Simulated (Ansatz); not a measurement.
# MnO2 (P6_3/mmc) in Ansatz: notebook

The runs below take MnO2 through single point, with PBEsol.

All numbers are computed with Ansatz 0.2.0; they aren't measurements. Logs are shortened: lines on timing, memory, paths and dates and some standing lists are left out, and cuts for length are marked.

## 1. The crystal as given

The structure is hexagonal, space group P6_3/mmc (No. 194). The conventional cell has a = 2.855 Å, b = 2.855 Å, c = 10.222 Å, α = 90.00°, β = 90.00°, γ = 120.00°. Mn (site symmetry -3m) has 6 O at 1.90 Å as nearest neighbours. Around O (site symmetry 3m) lie 3 Mn at 1.90 Å.

Measurements of this composition are mostly on another form, of space group No. 136.

## 2. Single point, PBEsol, collinear spin, ferromagnetic start, 11.30 Å³/atom (volume scaled by 0.94)

input.yaml reads:

```yaml
crystal:
  lattice:
    - [2.7966746872, 0.0, 0.0]
    - [-1.3983373435, 2.4219913252, 0.0]
    - [0.0, 0.0, 10.0130771825]
  atoms:
    - { symbol: Mn, position: [0.0, 0.0, 0.5], spin: 4.0 }
    - { symbol: Mn, position: [0.0, 0.0, 0.0], spin: 4.0 }
    - { symbol: O, position: [0.6666666667, 0.3333333333, 0.40685645] }
    - { symbol: O, position: [0.6666666667, 0.3333333333, 0.09314355] }
    - { symbol: O, position: [0.3333333333, 0.6666666667, 0.59314355] }
    - { symbol: O, position: [0.3333333333, 0.6666666667, 0.90685645] }
kpoints:
  mp_grid: { grid: [11, 11, 3] }
scf:
  occupations: { method: fermi_dirac, width: 0.05 }
hamiltonian:
  xc: pbesol
  pseudopotentials: { kind: all_electron, lapw: { basis_error: 0.001 } }
magnetization:
  spin_polarized: true
output:
  forces: true
  stress: true
  eigenvalues: true
```

Potentials or basis: all-electron LAPW, scalar-relativistic.

Command:

```
ansatz run input.yaml --threads 4 --pin off --max-ram 14336MiB --backend cpu --events-out ev --progress --plain --runs-dir out
```

Output:

```text
Warning: RAYON_NUM_THREADS=4 ignored (pool sized by the plan → 4); use --threads N
LAPW: plane waves up to 11.120 Å⁻¹, error target 1.0e-3 eV per atom; small_component_spin mean_spin; O in spheres of 0.845 Å, 8 of its electrons in bands, Dirac shells []; Mn in spheres of 1.020 Å, 21 of its electrons in bands, Dirac shells [] (how accurate: hamiltonian.pseudopotentials.lapw.basis_error, Limitations)
Engine: ansatz 0.2.0, aarch64-unknown-linux-gnu
Pseudopotentials: kind: all_electron
Pseudopotential: Mn, LAPW, valence charge 21, lapw/all_electron/scalar/gaussian/Mn, Koelling and Harmon's equation, gaussian nucleus
Pseudopotential: O, LAPW, valence charge 8, lapw/all_electron/scalar/gaussian/O, Koelling and Harmon's equation, gaussian nucleus
Functional definition: PBEsol
  exchange = pbesol_x
  correlation = pbesol_c
Crystal: 6 atoms, lattice volume = 67.824 Å³
Basis set: ecut = 471.07913148322655 eV, 1535 PW (Γ), exchange–correlation at level 2
Bands: 50, of which v1, the nominal top of the filled ones, is band 37 counted from 1 (36 counted from 0)
Symmetry: 24 space group operations
Space group: P63/mmc (ITA 194), of the structure as read, at distance tolerance 4.1e-5 Å
Magnetic group: BNS 194.263 (UNI 1493), of the structure as read, at distance tolerance 4.1e-5 Å
k-points: 32 of 363
Non-local potential: Mn, projectors of the file, none
Non-local potential: O, projectors of the file, none
Initial density: superposition of atomic densities (chi_scale 0.1, normalization cell, long waves kept (reshape's long-wave potential 0.27 eV rms))
Starting moments: Σ|m| = 8 μB on 2 of 6 sites
Initial wavefunctions: plane waves of lowest kinetic energy (no species holds an atomic orbital)
Functional: x = pbesol(κ = 0.804, μ = 0.12345679012345678), c = pbesol(β = 0.046)
iter 1 solved again at ethr=1.06e-2 eV; its pass at ethr=1.00e-1 eV (dr2=7.82e0 eV) is discarded
SCF iter   1: F=—  HF=-71165.066249 eV  |F-HF|=—  |Δ(HF+E_count)|=         —  Δρ=7.27e-2 (↑7.27e-2 ↓5.27e-2)  dr2=7.82e0  dr2_m=6.23e-1  M=6.000 μB ∫|m|=6.154 μB  β_m=0.30  ethr=1.06e-2  ⟨swp⟩=2.0  Hψ=20790  notcnv=0
Mixer restart at iter 1: flushing history
preconditioner: auto → Resta (q_TF=auto, 2.768 Å⁻¹)  ε∞=4.6  [insulator: Δε(μ)=0.965 eV  Ē_g=14.742 eV  σ=0.050 eV  W_gap=1.00  n_scr=26 (ndim 8)  ℏωp=27.8 eV  f_vac=0.233  D(μ)=0.00/eV (n_scr^D=0)  ε∞_Penn≈4.6]
spin=Collinear: Resta preconditioning applied to the charge; magnetization (m = ρ↑ − ρ↓) channel mixes plain (no charge-response kernel on spin).
SCF iter   2: F=—  HF=-71163.250823 eV  |F-HF|=—  |Δ(HF+E_count)|=    1.82e0  Δρ=2.96e-2 (↑2.96e-2 ↓2.78e-2)  dr2=1.02e0  dr2_m=2.96e-1  M=6.000 μB ∫|m|=6.100 μB  β_m=0.35  ethr=1.06e-2  ⟨swp⟩=2.1  Hψ=9221  notcnv=0
SCF iter   3: F=—  HF=-71163.062136 eV  |F-HF|=—  |Δ(HF+E_count)|=   1.89e-1  Δρ=2.07e-2 (↑2.07e-2 ↓1.70e-2)  dr2=4.97e-1  dr2_m=1.19e-1  M=6.000 μB ∫|m|=6.069 μB  β_m=0.54  ethr=1.37e-3  ⟨swp⟩=2.0  Hψ=9856  notcnv=0
iter 4 solved again at ethr=4.23e-5 eV; its pass at ethr=6.71e-4 eV (dr2=3.13e-2 eV) is discarded
SCF iter   4: F=—  HF=-71163.039191 eV  |F-HF|=—  |Δ(HF+E_count)|=         —  Δρ=3.06e-3 (↑3.06e-3 ↓2.51e-3)  dr2=3.11e-2  dr2_m=1.50e-3  M=6.000 μB ∫|m|=6.046 μB  β_m=0.56  ethr=4.23e-5  ⟨swp⟩=2.0  Hψ=16105  notcnv=0
the basis was enlarged: its passes take 1.4 MiB over the memory plan, 4 of 4 planned eigensolver slots
SCF iter   5: F=—  HF=-71163.045959 eV  |F-HF|=—  |Δ(HF+E_count)|=   6.77e-3  Δρ=1.58e-3 (↑1.58e-3 ↓1.24e-3)  dr2=8.04e-3  dr2_m=4.19e-4  M=6.000 μB ∫|m|=6.044 μB  β_m=0.78  ethr=4.21e-5  ⟨swp⟩=2.0  Hψ=9346  notcnv=0
SCF iter   6: F=—  HF=-71163.053949 eV  |F-HF|=—  |Δ(HF+E_count)|=   7.99e-3  Δρ=3.41e-4 (↑2.92e-4 ↓3.41e-4)  dr2=4.70e-4  dr2_m=2.38e-6  M=6.000 μB ∫|m|=6.043 μB  β_m=0.89  ethr=1.09e-5  ⟨swp⟩=3.0  Hψ=10167  notcnv=0
SCF iter   7: F=—  HF=-71163.055113 eV  |F-HF|=—  |Δ(HF+E_count)|=   1.16e-3  Δρ=8.63e-5 (↑8.63e-5 ↓7.31e-5)  dr2=3.58e-5  dr2_m=5.48e-7  M=6.000 μB ∫|m|=6.043 μB  β_m=0.95  ethr=6.35e-7  ⟨swp⟩=3.0  Hψ=10134  notcnv=0
SCF iter   8: F=—  HF=-71163.055202 eV  |F-HF|=—  |Δ(HF+E_count)|=   8.85e-5  Δρ=1.94e-5 (↑1.46e-5 ↓1.94e-5)  dr2=1.01e-6  dr2_m=2.28e-8  M=6.000 μB ∫|m|=6.043 μB  β_m=0.97  ethr=4.84e-8  ⟨swp⟩=3.0  Hψ=9795  notcnv=0
SCF iter   9: F=—  HF=-71163.055204 eV  |F-HF|=—  |Δ(HF+E_count)|=   2.56e-6  Δρ=3.95e-6 (↑3.72e-6 ↓3.95e-6)  dr2=4.26e-8  dr2_m=1.47e-10  M=6.000 μB ∫|m|=6.043 μB  β_m=0.99  ethr=1.36e-9  ⟨swp⟩=3.0  Hψ=9886  notcnv=0
SCF iter  10: F=-71163.055204 eV  HF=-71163.055205 eV  |F-HF|=6.92e-8  |Δ(HF+E_count)|=   7.84e-8  Δρ=3.77e-6 (↑3.02e-6 ↓3.77e-6)  dr2=3.52e-8  dr2_m=1.29e-10  M=6.000 μB ∫|m|=6.043 μB  ethr=5.75e-11  ⟨swp⟩=3.0  Hψ=9831  notcnv=0
SCF 1 converged in 10 iterations: F = -71163.055204 eV  dr2 = 3.52e-8
SCF converged after 10 iterations
Magnetization: 5.9997 μB (39.9999 up, 34.0001 down)
Absolute magnetization: 6.0428 μB (∫|ρ↑−ρ↓|)
Spin contamination: 0.0539 ħ² per cell (⟨S²⟩ above its minimum at these occupations)
Per-site moments (μB) at R_I (Å): [(2.6524015352654597, 1.019822431669836), (2.6524015352654597, 1.019822431669836), (0.07800442775419425, 0.8448416986885995), (0.07800442775419425, 0.8448416986885995), (0.07800442775419425, 0.8448416986885995), (0.07800442775419425, 0.8448416986885995)]
Free energy (F): -71163.055204 eV
Harris-Foulkes:  -71163.055205 eV  (|F-HF|=6.92e-8)
Internal energy: -71163.055102 eV  (E = F + TS)
E sigma→0 (E₀):  -71163.055153 eV
Entropy (-TS):   -0.000102 eV (-0.017 meV/atom)
Fermi energy:    7.821230 eV
--- Per-component energies (eV) ---
  E_band       = -12127.508201
  E_kinetic    = 71951.770275
  E_xc         = -3688.072888
  E_electrostatic = -139426.752489  (all electrons and nuclei)
  E_smearing   = -0.000102  (= −TS)
  E_closure    = 0.000000  (closes the sum)
  E_atoms      = -71112.000349  (free atoms, spherical and without spin; not in F)
  Σ components = -71163.055204   (vs F -71163.055204, Δ=0.00e0)
  Basis errors (estimates in eV, not in F): energy 4.5e-4 per atom: plane waves 4.1e-4 (2.5e-4 summed), levels above the bands 7.6e-133, relativity 5.0e-8, radial functions 3.8e-5, core shells 5.8e-7; eigenvalues (radial functions only) 1.1e-5; not estimated: angular momenta, meshes, grids; target (lapw.basis_error) 1.0e-3; muffin-tin radii O 0.845 Å, Mn 1.020 Å
--- Forces (eV/Å), atoms counted from 1 ---
  atom   1  Mn     0.00000000    -0.00000000    -0.00000000
  atom   2  Mn     0.00000000     0.00000000    -0.00000000
  atom   3  O     -0.00000000    -0.00000000    -0.78915763
  atom   4  O     -0.00000000    -0.00000000     0.78915763
  atom   5  O      0.00000000     0.00000000     0.78915763
  atom   6  O      0.00000000     0.00000000    -0.78915763
  max |Σ_I F_I| component: 2.22e-16 eV/Å
--- Stress (GPa, compression-positive) ---
       11.401551      -0.000000       0.000000
       -0.000000      11.401551      -0.000000
        0.000000      -0.000000       7.826933
  P = ⅓ Tr σ = 10.2100 GPa (102.100 kbar)
--- Band table (eV; the first three rows and the last of 64) ---
  k-point 0 ↑: bands = ["-616.9175", "-616.9175", "-616.9175", "-616.9175", "-616.8953", "-616.8953", "-496.4488", "-496.4488", "-496.4488", "-496.4488", "-73.8965", "-73.8965", "-42.6833", "-42.6833", "-42.6745", "-42.6745", "-42.6745", "-42.6745", "-12.6677", "-12.6222", "-10.2557", "-10.1691", "0.7682", "1.0125", "1.0125", "1.0191", "1.0191", "1.1680", "4.8652", "5.0144", "5.0144", "5.0161", "5.0161", "5.7001", "5.7958", "5.7958", "5.8222", "5.8222", "7.2187", "7.4923", "10.5974", "10.5974", "10.6227", "10.6227", "14.3976", "16.0594", "16.9239", "17.9441", "19.4291", "20.8599"]
  k-point 1 ↑: bands = ["-616.9175", "-616.9175", "-616.9175", "-616.9175", "-616.8953", "-616.8953", "-496.4488", "-496.4488", "-496.4488", "-496.4488", "-73.8965", "-73.8965", "-42.6833", "-42.6833", "-42.6745", "-42.6745", "-42.6745", "-42.6745", "-12.6566", "-12.6338", "-10.2339", "-10.1906", "0.8594", "1.0141", "1.0141", "1.0174", "1.0174", "1.0582", "5.0148", "5.0148", "5.0157", "5.0157", "5.0647", "5.4759", "5.8024", "5.8024", "5.8156", "5.8156", "7.3093", "7.4411", "10.6037", "10.6037", "10.6164", "10.6164", "14.6795", "15.4091", "17.4195", "17.8223", "19.7570", "20.4747"]
  k-point 2 ↑: bands = ["-616.9175", "-616.9175", "-616.9175", "-616.9175", "-616.8953", "-616.8953", "-496.4488", "-496.4488", "-496.4488", "-496.4488", "-73.8945", "-73.8945", "-42.6920", "-42.6920", "-42.6804", "-42.6804", "-42.6784", "-42.6784", "-12.5472", "-12.5018", "-10.2873", "-10.2049", "0.8923", "0.9342", "0.9679", "1.1086", "1.1157", "1.2944", "4.4627", "4.4900", "4.6386", "4.6471", "5.1391", "5.7899", "5.8691", "6.0003", "6.1205", "6.1410", "7.2398", "7.5210", "10.2808", "10.3451", "10.5251", "10.5513", "14.7412", "16.2796", "17.2891", "18.3715", "19.8048", "20.9886"]
  k-point 31 ↓: bands = ["-615.8983", "-615.8983", "-615.8983", "-615.8983", "-615.8132", "-615.8132", "-496.3824", "-496.3824", "-496.3824", "-496.3824", "-70.7685", "-70.7685", "-39.8969", "-39.8969", "-39.8460", "-39.8460", "-39.5042", "-39.5042", "-10.5128", "-10.4983", "-10.4585", "-10.4439", "1.5136", "1.5560", "1.7297", "1.7647", "2.5820", "2.6220", "4.0074", "4.0927", "4.3172", "4.4326", "4.6856", "4.7899", "8.5209", "8.5392", "9.3233", "9.3571", "9.4950", "9.5362", "11.2495", "11.2667", "11.3053", "11.3170", "20.2535", "20.4985", "20.9723", "21.1343", "22.6568", "22.8922"]
```

Run time: 46 s. Hardware: 4 threads of Arm Neoverse V1, shared host; peak memory 0.96 GiB.

Results:

```
Free energy            : -71163.0552 eV
Pressure               : 10.2 GPa
Largest force          : 0.789 eV/Å
Band gap on the k mesh : 0.58 eV, indirect (least direct gap 0.61 eV)
Net moment             : 6.00 μB per cell
Absolute moment        : 6.04 μB per cell
Site moments           : Mn +2.65; O +0.08 μB
```

Caveat: an odd mesh through Γ misses points on the zone boundary, where band edges often lie; only a ferromagnetic start was run, and an antiferromagnetic order may lie lower in energy.

## 3. Single point, PBEsol, collinear spin, ferromagnetic start, 11.54 Å³/atom (volume scaled by 0.96)

Changes to input.yaml since step 2:

```diff
@@ -2,5 +2,5 @@
   lattice:
-    - [2.7966746872, 0.0, 0.0]
-    - [-1.3983373435, 2.4219913252, 0.0]
-    - [0.0, 0.0, 10.0130771825]
+    - [2.8163702283, 0.0, 0.0]
+    - [-1.4081851141, 2.4390481641, 0.0]
+    - [0.0, 0.0, 10.0835941339]
   atoms:
```

Potentials or basis: all-electron LAPW, scalar-relativistic.

Command:

```
ansatz run input.yaml --threads 4 --pin off --max-ram 14336MiB --backend cpu --events-out ev --progress --plain --runs-dir out
```

It took 48 s on 4 threads of Arm Neoverse V1, shared host; peak memory 0.96 GiB.

It converged, with:

* Free energy: -71163.1259 eV
* Pressure: 5.6 GPa
* Largest force: 0.436 eV/Å
* Band gap on the k mesh: 0.66 eV, indirect (least direct gap 0.69 eV)
* Net moment: 6.00 μB per cell
* Absolute moment: 6.05 μB per cell
* Site moments: Mn +2.68; O +0.07 μB

Caveat: an odd mesh through Γ misses points on the zone boundary, where band edges often lie; only a ferromagnetic start was run, and an antiferromagnetic order may lie lower in energy.

## 4. Single point, PBEsol, collinear spin, ferromagnetic start, 11.78 Å³/atom (volume scaled by 0.98)

Changes to input.yaml since step 3:

```diff
@@ -2,5 +2,5 @@
   lattice:
-    - [2.8163702283, 0.0, 0.0]
-    - [-1.4081851141, 2.4390481641, 0.0]
-    - [0.0, 0.0, 10.0835941339]
+    - [2.835794085, 0.0, 0.0]
+    - [-1.4178970425, 2.4558697175, 0.0]
+    - [0.0, 0.0, 10.15313836]
   atoms:
```

Command:

```
ansatz run input.yaml --threads 4 --pin off --max-ram 14336MiB --backend cpu --events-out ev --progress --plain --runs-dir out
```

Run time: 47 s. Hardware: 4 threads of Arm Neoverse V1, shared host; peak memory 0.96 GiB.

It converged, with:

```
Free energy            : -71163.1571 eV
Pressure               : 1.4 GPa
Largest force          : 0.111 eV/Å
Band gap on the k mesh : 0.74 eV, indirect (least direct gap 0.78 eV)
Net moment             : 6.00 μB per cell
Absolute moment        : 6.06 μB per cell
Site moments           : Mn +2.70; O +0.06 μB
```

Caveat: an odd mesh through Γ misses points on the zone boundary, where band edges often lie; only a ferromagnetic start was run, and an antiferromagnetic order may lie lower in energy.

## 5. Single point, PBEsol, collinear spin, ferromagnetic start, 12.03 Å³/atom

Changes to input.yaml since step 4:

```diff
@@ -2,5 +2,5 @@
   lattice:
-    - [2.835794085, 0.0, 0.0]
-    - [-1.4178970425, 2.4558697175, 0.0]
-    - [0.0, 0.0, 10.15313836]
+    - [2.8549554371, 0.0, 0.0]
+    - [-1.4274777185, 2.4724639352, 0.0]
+    - [0.0, 0.0, 10.2217427273]
   atoms:
```

Command:

```
ansatz run input.yaml --threads 4 --pin off --max-ram 14336MiB --backend cpu --events-out ev --progress --plain --runs-dir out
```

It took 48 s on 4 threads of Arm Neoverse V1, shared host; peak memory 0.96 GiB.

Results (log left out):

```
Free energy            : -71163.1530 eV
Pressure               : -2.3 GPa
Largest force          : 0.187 eV/Å
Band gap on the k mesh : 0.81 eV, indirect (least direct gap 0.86 eV)
Net moment             : 6.00 μB per cell
Absolute moment        : 6.07 μB per cell
Site moments           : Mn +2.72; O +0.05 μB
```

Caveat: an odd mesh through Γ misses points on the zone boundary, where band edges often lie; only a ferromagnetic start was run, and an antiferromagnetic order may lie lower in energy.

## 6. Single point, PBEsol, collinear spin, ferromagnetic start, 12.27 Å³/atom (volume scaled by 1.02)

Changes to input.yaml since step 5:

```diff
@@ -2,5 +2,5 @@
   lattice:
-    - [2.8549554371, 0.0, 0.0]
-    - [-1.4274777185, 2.4724639352, 0.0]
-    - [0.0, 0.0, 10.2217427273]
+    - [2.8738629778, 0.0, 0.0]
+    - [-1.4369314888, 2.4888383457, 0.0]
+    - [0.0, 0.0, 10.2894383606]
   atoms:
```

Potentials or basis: all-electron LAPW, scalar-relativistic.

Command:

```
ansatz run input.yaml --threads 4 --pin off --max-ram 14336MiB --backend cpu --events-out ev --progress --plain --runs-dir out
```

Run time: 48 s. Hardware: 4 threads of Arm Neoverse V1, shared host; peak memory 0.96 GiB.

It converged, with:

```
Free energy            : -71163.1175 eV
Pressure               : -5.6 GPa
Largest force          : 0.461 eV/Å
Band gap on the k mesh : 0.88 eV, indirect (least direct gap 0.93 eV)
Net moment             : 6.00 μB per cell
Absolute moment        : 6.09 μB per cell
Site moments           : Mn +2.74; O +0.04 μB
```

Caveat: an odd mesh through Γ misses points on the zone boundary, where band edges often lie; only a ferromagnetic start was run, and an antiferromagnetic order may lie lower in energy.

## 7. Single point, PBEsol, collinear spin, ferromagnetic start, 12.51 Å³/atom (volume scaled by 1.04)

Changes to input.yaml since step 6:

```diff
@@ -2,5 +2,5 @@
   lattice:
-    - [2.8738629778, 0.0, 0.0]
-    - [-1.4369314888, 2.4888383457, 0.0]
-    - [0.0, 0.0, 10.2894383606]
+    - [2.8925249486, 0.0, 0.0]
+    - [-1.4462624742, 2.5050000866, 0.0]
+    - [0.0, 0.0, 10.3562547676]
   atoms:
```

Command:

```
ansatz run input.yaml --threads 4 --pin off --max-ram 14336MiB --backend cpu --events-out ev --progress --plain --runs-dir out
```

Run time: 43 s. Hardware: 4 threads of Arm Neoverse V1, shared host; peak memory 0.96 GiB.

Results (log left out):

```yaml
Free_energy: -71163.0538 eV
Pressure: -8.5 GPa
Largest_force: 0.713 eV/Å
Band_gap_on_the_k_mesh: 0.95 eV, indirect (least direct gap 1.01 eV)
Net_moment: 6.00 μB per cell
Absolute_moment: 6.12 μB per cell
Site_moments: Mn +2.77; O +0.03 μB
```

Caveat: an odd mesh through Γ misses points on the zone boundary, where band edges often lie; only a ferromagnetic start was run, and an antiferromagnetic order may lie lower in energy.

## 8. Single point, PBEsol, collinear spin, ferromagnetic start, 12.75 Å³/atom (volume scaled by 1.06)

Changes to input.yaml since step 7:

```diff
@@ -2,5 +2,5 @@
   lattice:
-    - [2.8925249486, 0.0, 0.0]
-    - [-1.4462624742, 2.5050000866, 0.0]
-    - [0.0, 0.0, 10.3562547676]
+    - [2.9109491711, 0.0, 0.0]
+    - [-1.4554745855, 2.5209559313, 0.0]
+    - [0.0, 0.0, 10.4222199523]
   atoms:
```

Command:

```
ansatz run input.yaml --threads 4 --pin off --max-ram 14336MiB --backend cpu --events-out ev --progress --plain --runs-dir out
```

Wall time 42 s (4 threads of Arm Neoverse V1, shared host); peak memory 0.96 GiB.

It converged, with:

* Free energy: -71162.9650 eV
* Pressure: -11.1 GPa
* Largest force: 0.945 eV/Å
* Band gap on the k mesh: 1.02 eV, indirect (least direct gap 1.08 eV)
* Net moment: 6.00 μB per cell
* Absolute moment: 6.16 μB per cell
* Site moments: Mn +2.79; O +0.02 μB

Caveat: an odd mesh through Γ misses points on the zone boundary, where band edges often lie; only a ferromagnetic start was run, and an antiferromagnetic order may lie lower in energy.
